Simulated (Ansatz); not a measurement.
# SnO2 (Pa-3) in Ansatz: a series of runs

The runs below take SnO2 through relaxation of cell and atoms, single point, with LDA, BLYP+D4, PBE.

All numbers are computed with Ansatz 0.2.0; they aren't measurements. Logs are shortened: lines on timing, memory, paths and dates and some standing lists are left out, and cuts for length are marked.

### Step 1. The crystal as given

The structure is cubic, space group Pa-3 (No. 205). The conventional cell has a = 5.175 Å, b = 5.175 Å, c = 5.175 Å, α = 90.00°, β = 90.00°, γ = 90.00°. Sn (site symmetry -3) has 6 O at 2.11 Å as nearest neighbours. Around O (site symmetry 3) lie 3 Sn at 2.11 Å.

Measurements of this composition are mostly on another form, of space group No. 136.

### Step 2. Relaxation of cell and atoms, LDA, target pressure 2 GPa, at which the enthalpy is minimised

Input file input.yaml:

```yaml
crystal:
  lattice:
    - [5.175256, 0.0, 0.0]
    - [0.0, 5.175256, 0.0]
    - [0.0, 0.0, 5.175256]
  atoms:
    - { symbol: Sn, position: [0.0, 0.0, 0.0] }
    - { symbol: Sn, position: [0.5, 0.0, 0.5] }
    - { symbol: Sn, position: [0.5, 0.5, 0.0] }
    - { symbol: Sn, position: [0.0, 0.5, 0.5] }
    - { symbol: O, position: [0.661098, 0.838902, 0.161098] }
    - { symbol: O, position: [0.838902, 0.161098, 0.661098] }
    - { symbol: O, position: [0.161098, 0.661098, 0.838902] }
    - { symbol: O, position: [0.338902, 0.338902, 0.338902] }
    - { symbol: O, position: [0.661098, 0.661098, 0.661098] }
    - { symbol: O, position: [0.838902, 0.338902, 0.161098] }
    - { symbol: O, position: [0.161098, 0.838902, 0.338902] }
    - { symbol: O, position: [0.338902, 0.161098, 0.838902] }
hamiltonian:
  xc: lda
  pseudopotentials: { kind: paw }
kpoints:
  mp_grid: { grid: [4, 4, 4] }
scf:
  occupations: { method: fermi_dirac, width: 0.05 }
output:
  forces: true
  stress: true
  eigenvalues: true
  write_density: true
  write_potential: true
  elf: true
  volumetric_format: npy
relax:
  f_tol: 0.01
  max_steps: 40
  cell: { stress_tol: 0.05, p_target: 2.0 }
```

Potentials or basis: Ansatz PAW.

Run with:

```console
$ ansatz run input.yaml --threads 4 --pin off --max-ram 11264MiB --backend cpu --events-out ev --progress --plain --runs-dir out
```

Standard output:

```text
Warning: RAYON_NUM_THREADS=4 ignored (pool sized by the plan → 4); use --threads N
Engine: ansatz 0.2.0, aarch64-unknown-linux-gnu
Pseudopotentials: kind: paw
Pseudopotential: Sn, paw, valence charge 14, recommended cutoff 420 eV (normal), Sn.paw.azcp
Pseudopotential: O, paw, valence charge 6, recommended cutoff 420 eV (normal), O.paw.azcp
Functional definition: SPW92
  exchange = slater_x
  correlation = pw_c
Crystal: 12 atoms, lattice volume = 138.610 Å³
Basis set: ecut = 420 eV, 2721 PW (Γ)
Bands: 64, of which v1, the nominal top of the filled ones, is band 52 counted from 1 (51 counted from 0)
Symmetry: 24 space group operations
Space group: Pa-3 (ITA 205), of the structure as read, at distance tolerance 5.2e-5 Å
k-points: 11 of 64
Non-local potential: Sn, projectors of the file, l = 0: 2, l = 1: 2, l = 2: 2, l = 3: 2
Non-local potential: O, projectors of the file, l = 0: 2, l = 1: 2, l = 2: 1
PAW form: soft (Blöchl's): semilocal exchange-correlation on the pseudo side does not see the compensation charge
PAW frozen core: Sn, regenerated for the run's functional, and the local potential with it (the file was generated under x = pbe(κ = 0.804, μ = 0.2195149727645171), c = pbe(β = 0.06672455060314922))
PAW frozen core: O, regenerated for the run's functional, and the local potential with it (the file was generated under x = pbe(κ = 0.804, μ = 0.2195149727645171), c = pbe(β = 0.06672455060314922))
PAW one-centre angular grid: Sn, 590 points (default); XC on 64 Gauss nodes
PAW one-centre angular grid: O, 110 points (default); XC on 64 Gauss nodes
Initial density: superposition of atomic densities (neutral atoms: chi_scale 0, normalization atom), corrected by the library's trained network
Initial wavefunctions: pseudopotential atomic-orbital guess
Functional: x = slater, c = lda
SCF iter   1: F=—  HF=-27959.664988 eV  |F-HF|=—  |Δ(HF+E_count)|=         —  Δρ=2.10e-2  dr2=5.18e-1  ethr=1.77e-3  ⟨swp⟩=5.8  Hψ=2846  notcnv=0  defer=9
preconditioner: auto → Resta (q_TF=auto, 2.601 Å⁻¹)  ε∞=4.0  [insulator: Δε(μ)=0.339 eV  Ē_g=18.638 eV  σ=0.050 eV  W_gap=0.85  n_scr=32 (ndim 8)  ℏωp=32.2 eV  f_vac=0.000  D(μ)=0.17/eV (n_scr^D=0)  ε∞_Penn≈4.0]
SCF iter   2: F=—  HF=-27959.537352 eV  |F-HF|=—  |Δ(HF+E_count)|=   1.28e-1  Δρ=7.84e-3  dr2=7.88e-2  ethr=4.98e-4  ⟨swp⟩=3.0  Hψ=1118  notcnv=0  defer=77
SCF iter   3: F=—  HF=-27959.515447 eV  |F-HF|=—  |Δ(HF+E_count)|=   2.19e-2  Δρ=1.57e-3  dr2=2.30e-3  ethr=7.58e-5  ⟨swp⟩=2.2  Hψ=1007  notcnv=0  defer=77
SCF iter   4: F=—  HF=-27959.514917 eV  |F-HF|=—  |Δ(HF+E_count)|=   5.30e-4  Δρ=1.64e-4  dr2=2.34e-5  ethr=2.21e-6  ⟨swp⟩=2.0  Hψ=859  notcnv=0  defer=77
SCF iter   5: F=—  HF=-27959.514907 eV  |F-HF|=—  |Δ(HF+E_count)|=   1.09e-5  Δρ=5.55e-5  dr2=2.12e-6  ethr=2.25e-8  ⟨swp⟩=2.6  Hψ=1218  notcnv=0  defer=77
SCF iter   6: F=—  HF=-27959.514907 eV  |F-HF|=—  |Δ(HF+E_count)|=   8.16e-7  Δρ=9.70e-6  dr2=1.17e-7  ethr=2.04e-9  ⟨swp⟩=2.2  Hψ=785  notcnv=0  defer=77
SCF iter   7: F=-27959.514907 eV  HF=-27959.514907 eV  |F-HF|=1.82e-10  |Δ(HF+E_count)|=   1.38e-8  Δρ=9.07e-7  dr2=1.32e-9  ethr=9.62e-11  ⟨swp⟩=15.2  Hψ=5088  notcnv=0
SCF 1 converged in 7 iterations: F = -27959.514907 eV  dr2 = 1.32e-9
relax step   1: F+E_penalty+E_count = -27959.51490735 eV  Δ(F+E_penalty+E_count) = +0.000e0 eV  max|allowed force component| = 2.313e-2 eV/Å  Δτ_max = 0.0000 Å  P = -12.485 GPa  Ω = 138.610 Å³  (7 SCF iters, dr2 threshold 1.00e-7 eV, accepted)
Crystal: 12 atoms, lattice volume = 128.427 Å³
Basis set: ecut = 420 eV, 2517 PW (Γ)
Initial density: handed on by an earlier stage of this run
Initial wavefunctions: those handed on with the density
iter 1 solved again at ethr=2.31e-4 eV; its pass at ethr=3.10e-3 eV (dr2=2.40e-1 eV) is discarded
SCF iter   1: F=—  HF=-27959.978602 eV  |F-HF|=—  |Δ(HF+E_count)|=         —  Δρ=1.52e-2  dr2=2.33e-1  ethr=2.31e-4  ⟨swp⟩=2.9  Hψ=3095  notcnv=0
preconditioner: auto → Resta (q_TF=auto, 2.634 Å⁻¹)  ε∞=3.9  [insulator: Δε(μ)=1.337 eV  Ē_g=19.482 eV  σ=0.050 eV  W_gap=1.00  n_scr=32 (ndim 8)  ℏωp=33.4 eV  f_vac=0.000  D(μ)=0.00/eV (n_scr^D=0)  ε∞_Penn≈3.9]
SCF iter   2: F=—  HF=-27959.913915 eV  |F-HF|=—  |Δ(HF+E_count)|=   6.47e-2  Δρ=5.55e-3  dr2=3.56e-2  ethr=2.24e-4  ⟨swp⟩=2.3  Hψ=1068  notcnv=0
SCF iter   3: F=—  HF=-27959.903833 eV  |F-HF|=—  |Δ(HF+E_count)|=   1.01e-2  Δρ=1.25e-3  dr2=1.36e-3  ethr=3.42e-5  ⟨swp⟩=2.6  Hψ=1280  notcnv=0
[... 75 lines left out ...]
SCF converged after 8 iterations
Free energy (F): -27959.857505 eV
Harris-Foulkes:  -27959.857505 eV  (|F-HF|=3.64e-12)
Internal energy: -27959.857503 eV  (E = F + TS)
E sigma→0 (E₀):  -27959.857504 eV
Entropy (-TS):   -0.000001 eV (-0.000 meV/atom)
Fermi energy:    11.513085 eV
--- Per-component energies (eV) ---
  E_band       = -74.126216
  E_kinetic    = 2167.269102
  E_local      = -4714.809435  (includes V_loc(G=0)·N_el)
  E_nonlocal   = 302.015347
  E_hartree    = 2545.812313
  E_xc         = -2086.738231
  E_vxc        = -1132.406630  (∫ρ·V_xc dr)
  E_paw        = -17204.302763  (= ΣΔE_a)
  E_vpaw       = -1787.839210  (= ΣTr[D̂ρ^β])
  E_aug_tail   = 0.019984  (compensation charges beyond the density's cutoff)
  E_ewald      = -8971.598785
  E_core_change = 2.474965  (= ΣΔE_core)
  E_smearing   = -0.000001  (= −TS)
  E_closure    = 0.000000  (closes the sum)
  Σ components = -27959.857505   (vs F -27959.857505, Δ=0.00e0)
--- Forces (eV/Å), atoms counted from 1 ---
  atom   1  Sn    -0.00000000    -0.00000000    -0.00000000
  atom   2  Sn    -0.00000000     0.00000000    -0.00000000
  atom   3  Sn    -0.00000000    -0.00000000    -0.00000000
  atom   4  Sn    -0.00000000    -0.00000000    -0.00000000
  atom   5  O     -0.00004787     0.00004787    -0.00004787
  atom   6  O      0.00004787    -0.00004787    -0.00004787
  atom   7  O     -0.00004787    -0.00004787     0.00004787
  atom   8  O      0.00004787     0.00004787     0.00004787
  atom   9  O     -0.00004787    -0.00004787    -0.00004787
  atom  10  O      0.00004787     0.00004787    -0.00004787
  atom  11  O     -0.00004787     0.00004787     0.00004787
  atom  12  O      0.00004787    -0.00004787     0.00004787
  max |Σ_I F_I| component: 4.16e-17 eV/Å
--- Stress (GPa, compression-positive) ---
        1.989377       0.000000       0.000000
        0.000000       1.989377      -0.000000
        0.000000      -0.000000       1.989377
  P = ⅓ Tr σ = 1.9894 GPa (19.894 kbar)
--- Band table (eV; the first three rows and the last of 11) ---
  k-point 0: bands = ["-9.9426", "-9.9426", "-9.9426", "-9.0648", "-9.0648", "-9.0648", "-8.9956", "-8.9956", "-8.9766", "-8.9091", "-8.9091", "-8.9091", "-8.8365", "-8.8365", "-8.8365", "-8.7505", "-8.7505", "-8.7460", "-8.7460", "-8.7460", "-8.0710", "-6.2170", "-6.2170", "-6.2170", "-5.0707", "-4.1151", "-4.1151", "-4.1151", "3.4950", "3.4950", "3.4950", "5.3147", "5.3147", "5.3147", "5.7413", "5.7413", "8.1362", "8.1362", "8.1362", "8.6118", "8.6118", "8.6118", "8.9467", "9.7568", "9.7568", "9.7568", "10.1576", "10.1576", "10.5350", "10.7594", "10.7594", "10.7594", "12.0351", "17.1594", "17.1594", "17.1594", "18.5622", "18.5622", "18.5622", "19.5745", "19.5745", "19.5745", "19.9921", "22.4973"]
  k-point 1: bands = ["-9.8645", "-9.8593", "-9.8400", "-9.1836", "-9.1683", "-9.1524", "-9.0471", "-8.9965", "-8.9371", "-8.9263", "-8.8959", "-8.8949", "-8.8644", "-8.8615", "-8.8409", "-8.7841", "-8.7639", "-8.7611", "-8.7562", "-8.7508", "-7.8999", "-6.6109", "-5.9160", "-5.8445", "-5.0457", "-4.3624", "-4.2460", "-4.1745", "3.1189", "3.2250", "4.0508", "5.4176", "5.5296", "5.6583", "5.8943", "6.4998", "7.6385", "7.6584", "7.6992", "8.5240", "8.7131", "8.8502", "9.0432", "9.2152", "9.6956", "9.9117", "9.9872", "10.0860", "10.2987", "10.6609", "10.7054", "10.8026", "13.3401", "16.3798", "16.4496", "16.8088", "18.7191", "18.8680", "19.3380", "19.5814", "19.8668", "19.9454", "20.2322", "21.7199"]
  k-point 2: bands = ["-9.7413", "-9.7413", "-9.5542", "-9.5542", "-9.3173", "-9.3173", "-9.0133", "-9.0133", "-8.9152", "-8.9152", "-8.8902", "-8.8902", "-8.8548", "-8.8548", "-8.8268", "-8.8268", "-8.7843", "-8.7843", "-8.7588", "-8.7588", "-7.3541", "-7.3541", "-5.3273", "-5.3273", "-5.0571", "-5.0571", "-4.3020", "-4.3020", "2.9246", "2.9246", "5.3851", "5.3851", "5.5633", "5.5633", "6.5834", "6.5834", "7.2148", "7.2148", "7.6770", "7.6770", "9.0449", "9.0449", "9.2887", "9.2887", "9.3537", "9.3537", "10.1121", "10.1121", "10.3500", "10.3500", "10.8293", "10.8293", "15.0676", "15.0676", "16.1545", "16.1545", "18.8069", "18.8069", "19.6796", "19.6796", "20.5917", "20.5917", "20.9503", "20.9503"]
  k-point 10: bands = ["-9.7973", "-9.7973", "-9.7973", "-9.7973", "-9.0272", "-9.0272", "-9.0272", "-9.0272", "-8.9227", "-8.9227", "-8.9227", "-8.9227", "-8.7898", "-8.7898", "-8.7898", "-8.7898", "-8.7699", "-8.7699", "-8.7699", "-8.7699", "-6.2291", "-6.2291", "-6.2291", "-6.2291", "-5.0663", "-5.0663", "-5.0663", "-5.0663", "4.6608", "4.6608", "4.6608", "4.6608", "6.5678", "6.5678", "6.5678", "6.5678", "6.9827", "6.9827", "6.9827", "6.9827", "9.0411", "9.0411", "9.0411", "9.0411", "9.6538", "9.6538", "9.6538", "9.6538", "10.1830", "10.1830", "10.1830", "10.1830", "16.4117", "16.4117", "16.4117", "16.4117", "18.4469", "18.4469", "18.4469", "18.4469", "22.2404", "22.2404", "22.2404", "22.2404"]
--- Relaxed structure (5 steps of the walk, 5 accepted, 2 SCFs on fresh bases) ---
  F+E_penalty+E_count = -27959.85750458 eV   max|allowed force component| = 4.787e-5 eV/Å   (the final SCF, on the basis selected at the relaxed cell)
  cell:  # Å, volume = 129.0486 Å³
    - [5.053409380610631, 6.215136424699643e-33, -2.407412430484045e-35]
    - [6.086741095073826e-33, 5.053409380610631, -4.454607850153659e-52]
    - [-2.407412430484045e-35, 0.0, 5.053409380610631]
  atoms:
    - { symbol: Sn, position: [-4.364527138389405e-21, -2.4441351974982894e-20, 1.453679556192513e-36] }
    - { symbol: Sn, position: [0.5, -2.4441351974982918e-20, 0.5] }
    - { symbol: Sn, position: [0.5, 0.5, -1.4536795561925129e-36] }
    - { symbol: Sn, position: [-4.3645271383902476e-21, 0.5, 0.5] }
    - { symbol: O, position: [0.6600010326314458, 0.8399989673685541, 0.16000103263144577] }
    - { symbol: O, position: [0.8399989673685541, 0.16000103263144577, 0.6600010326314458] }
    - { symbol: O, position: [0.16000103263144577, 0.6600010326314458, 0.8399989673685541] }
    - { symbol: O, position: [0.3399989673685541, 0.3399989673685541, 0.3399989673685541] }
    - { symbol: O, position: [0.6600010326314458, 0.6600010326314458, 0.6600010326314458] }
    - { symbol: O, position: [0.8399989673685541, 0.3399989673685541, 0.16000103263144577] }
    - { symbol: O, position: [0.16000103263144577, 0.8399989673685541, 0.3399989673685541] }
    - { symbol: O, position: [0.3399989673685541, 0.16000103263144577, 0.8399989673685541] }
```

Wall time 16 s (4 threads of Arm Neoverse V1, shared host); peak memory 0.53 GiB.

What came out:

- Free energy: -27959.8575 eV
- Relaxed volume: 10.75 Å³/atom
- Relaxed cell: a = 5.053 Å, b = 5.053 Å, c = 5.053 Å, α = 90.00°, β = 90.00°, γ = 90.00°
- Space group after relaxing (to 0.05 Å): Pa-3 (No. 205)
- Energy change on relaxing (the enthalpy is what falls): -28.5 meV/atom
- Ionic steps: 7
- Pressure after relaxing: 2.0 GPa
- Band gap on the k mesh: 1.21 eV, indirect (least direct gap 1.28 eV)

The path:
```csv
step,energy change (eV),largest force (eV/Å),volume (Å³)
1,0.0000,0.0401,138.61
2,-0.3886,0.0124,128.43
3,-0.3987,0.0002,129.47
4,-0.3983,0.0003,129.35
5,-0.3464,0.0012,129.35
6,-0.3455,0.0002,129.05
7,-0.3426,0.0001,129.05
```

Final structure:
```yaml
crystal:
  lattice:
    - [5.05341, 0.00000, 0.00000]
    - [0.00000, 5.05341, 0.00000]
    - [0.00000, 0.00000, 5.05341]
  atoms:
    - { symbol: Sn, position: [0.00000, 0.00000, 0.00000] }
    - { symbol: Sn, position: [0.50000, 0.00000, 0.50000] }
    - { symbol: Sn, position: [0.50000, 0.50000, 0.00000] }
    - { symbol: Sn, position: [0.00000, 0.50000, 0.50000] }
    - { symbol: O, position: [0.66000, 0.84000, 0.16000] }
    - { symbol: O, position: [0.84000, 0.16000, 0.66000] }
    - { symbol: O, position: [0.16000, 0.66000, 0.84000] }
    - { symbol: O, position: [0.34000, 0.34000, 0.34000] }
    - { symbol: O, position: [0.66000, 0.66000, 0.66000] }
    - { symbol: O, position: [0.84000, 0.34000, 0.16000] }
    - { symbol: O, position: [0.16000, 0.84000, 0.34000] }
    - { symbol: O, position: [0.34000, 0.16000, 0.84000] }
```

Levels at points of the mesh, in eV from the valence-band top:
| k point | band 48 | band 49 | band 50 | band 51 | band 52 | band 53 | band 54 | band 55 | band 56 | band 57 |
| --- | --- | --- | --- | --- | --- | --- | --- | --- | --- | --- |
| (0.00, 0.00, 0.00) | -0.67 | -0.29 | -0.07 | -0.07 | -0.07 | 1.21 | 6.33 | 6.33 | 6.33 | 7.73 |
| (0.00, 0.00, -0.50) | -0.72 | -0.48 | -0.48 | 0.00 | 0.00 | 4.24 | 4.24 | 5.33 | 5.33 | 7.98 |
| (0.00, -0.50, -0.50) | -1.22 | -0.32 | -0.32 | -0.32 | -0.32 | 5.06 | 5.06 | 5.06 | 5.06 | 8.12 |
| (-0.50, -0.50, -0.50) | -1.18 | -0.65 | -0.65 | -0.65 | -0.65 | 5.58 | 5.58 | 5.58 | 5.58 | 7.62 |

Caveat: the plane-wave basis is chosen anew once the cell has moved, so the energies of steps on either side of that aren't comparable; the pressure holds a Pulay correction of +1.3 GPa for the finite cutoff; spin-orbit coupling is left out, which moves the levels of the heavy elements; the PAW data sets come from PBE, with cores solved anew for the run's functional, which leaves a small shift of forces and pressure.

(Part 1 of 2 ends here.)
